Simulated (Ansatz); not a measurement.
Sb under changes of volume

One of the cells (30.206 Å³/atom); the others are scaled copies at fixed shape and fractional positions:

```
Sb
1.0
     2.15420    1.24373    3.75800
    -2.15420    1.24373    3.75800
     0.00000   -2.48746    3.75800
Sb
2
Direct
  0.76651 0.76651 0.76651
  0.23349 0.23349 0.23349
```

```yaml
Program: Ansatz 0.2.0
Functional: B3LYP5
Potentials_or_basis: Ansatz PAW
Cutoff: "420 eV (not typed: the program's choice for these potentials)"
k_mesh: 4 × 4 × 4
Occupations: fermi-dirac, width 0.05 eV
Spin: no spin polarisation
```

```tsv
volume (Å³/atom)	energy over the lowest point (meV/atom)	pressure (GPa)	gap on the mesh (eV)	largest force (eV/Å)
28.393	112.14	9.6	0.67	0.049
28.998	79.37	7.8	0.69	0.169
29.602	?	?	?	?
30.206	32.44	4.7	0.74	0.384
30.810	17.09	3.4	0.76	0.480
31.414	6.43	2.3	0.78	0.569
32.018	0.00	1.2	0.79	0.652
```

What does the run at 29.602 Å³/atom give?

Energy over the lowest point 53.00 meV/atom; pressure 6.2 GPa; gap on the mesh 0.71 eV; largest force 0.280 eV/Å.

Worked out: A Birch-Murnaghan fit of order 3 (a polynomial in V^(-2/3)) to the other rows has its minimum at 32.76 Å³/atom, just outside them, with B0 = V·E''(V) = 49 GPa and B' = 4.4 at fixed shape and positions, which overstates the stiffness. It gives 53.03 meV/atom at 29.602 Å³/atom, against the run's 53.00, and -dE/dV = 6.2 GPa, against 6.2. A straight line through the other rows of the gap, of slope 1.05 eV per unit of ln V, gives 0.71 eV, against the run's 0.71.

Energies are extrapolated to zero smearing.

Caveats: all runs use coarse meshes; spin-orbit coupling is left out, which moves the levels of the heavy elements; the PAW data sets come from PBE, with cores solved anew for the run's functional, which leaves a small shift of forces and pressure; the thresholds are loose for stress.

A mesh can miss the band edges.
